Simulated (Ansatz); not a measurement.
TiO₂: how the free axis answers a strain

TiO₂, I4_1/amd, a = 3.818 Å, c = 9.775 Å. The compound has several low-lying forms, and this is one of them. Ansatz: PBE+U, PAW, 420 eV, Γ-centred 6×6×4 mesh on 12 atoms, Gaussian smearing 0.02 eV; U_eff Ti 4.00 eV; no spin polarisation. Series: uniaxial strain along a, with b, c and atoms relaxed; x is the strain in per cent. y is the change of c in per cent of 9.775 Å.

| x (%) | y (%) |
| --- | --- |
| -3.0 | ? |
| -1.5 | 0.87 |
| 0.0 | 0.00 |
| 1.5 | -0.68 |
| 3.0 | -1.25 |

Question: Fit y = c1 x + c2 x² to the other rows, say what c1 measures, and predict the missing y.

Answer: Least squares on the rows shown. y = −0.5215 x + 0.03576 x². So −c1 = 0.521 is Poisson's ratio for this pair of axes, over the isotropic limit of 0.5, which a direction in an anisotropic crystal may pass. Along b the same runs (not shown) give 0.19. At x = -3.0 the fit asked for gives 1.89 %. The run gave 1.87 %, so the fit is 0.02 % too high, within twice the rms miss on the fitted rows (0.01 %). The form still works here, 33 % of the fitted range beyond its end.